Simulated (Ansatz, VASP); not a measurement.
This is a calculation of GaN for VASP 6.6.1. 

The input INCAR:

```
PREC = Accurate ; ENCUT = 600
EDIFF = 1E-6 ; ISMEAR = -1
SIGMA = 0.05 ; LREAL = F
LASPH = T ; NELM = 80
ALGO = Normal ; ISIF = 3
LWAVE = F ; LCHARG = F
GGA = RE ; IBRION = 2
NSW = 60 ; EDIFFG = -0.01
```

KPOINTS

```
Automatic mesh
0
Gamma
  10 10 5
```

Contents of POSCAR:

```
GaN
1.0
    3.1800000000      0.0000000000      0.0000000000
   -1.5900000000      2.7539607840      0.0000000000
    0.0000000000      0.0000000000      5.1660000000
Ga N
2 2
Direct
    0.6666666667      0.3333333333      0.5000000000
    0.3333333333      0.6666666667      0.0000000000
    0.6666666667      0.3333333333      0.8750000000
    0.3333333333      0.6666666667      0.3750000000
```

Potentials or basis: VASP PAW PBE potentials, release 64 (Ga_d, N).

Command:

```console
$ cat potpaw_PBE.64/Ga_d/POTCAR potpaw_PBE.64/N/POTCAR > POTCAR
$ mpirun -np 1 vasp_std > vasp.out
```

Q: Translate it to Ansatz 0.2.0. Potentials or basis there: Ansatz PAW, cutoff 420 eV.

A: As run (cutoffs and basis follow the program's own potentials, and thresholds, step limits or extra output files can differ):

The input input.yaml:

```yaml
crystal:
  lattice:
    - [3.18, 0.0, 0.0]
    - [-1.59, 2.753960784, 0.0]
    - [0.0, 0.0, 5.166]
  atoms:
    - { symbol: Ga, position: [0.6666666667, 0.3333333333, 0.5] }
    - { symbol: Ga, position: [0.3333333333, 0.6666666667, 0.0] }
    - { symbol: "N", position: [0.6666666667, 0.3333333333, 0.875] }
    - { symbol: "N", position: [0.3333333333, 0.6666666667, 0.375] }
hamiltonian:
  xc: revpbe
  pseudopotentials: { kind: paw }
kpoints:
  mp_grid: { grid: [10, 10, 5] }
scf:
  occupations: { method: fermi_dirac, width: 0.05 }
output:
  forces: true
  stress: true
relax:
  f_tol: 0.01
  max_steps: 40
  cell: { stress_tol: 0.05 }
```

Potentials or basis: Ansatz PAW.

Command:

```console
$ ansatz run input.yaml --threads 2 --pin off --max-ram 5120MiB --backend cpu --events-out ev --progress --plain --runs-dir out
```

Both were run:

|  | VASP | Ansatz |
| --- | --- | --- |
| Relaxed volume | 11.95 Å³/atom | 11.96 Å³/atom |
| Relaxed cell | a = 3.236 Å, b = 3.236 Å, c = 5.271 Å, α = 90.00°, β = 90.00°, γ = 120.00° | a = 3.237 Å, b = 3.237 Å, c = 5.272 Å, α = 90.00°, β = 90.00°, γ = 120.00° |
| Space group after relaxing | P6_3mc (No. 186) | P6_3mc (No. 186) |
| Pressure after relaxing | 0.1 GPa | 0.0 GPa |

Ansatz's pressure holds a Pulay term of +0.45 GPa for its cutoff of 420 eV, which the other run lacks.

VASP's potentials were made for PBE. Ansatz's potentials were made for PBE.

Where Ansatz's input types no cutoff or centring, it takes its own default and a Γ-centred mesh.

Pressure is positive in compression.
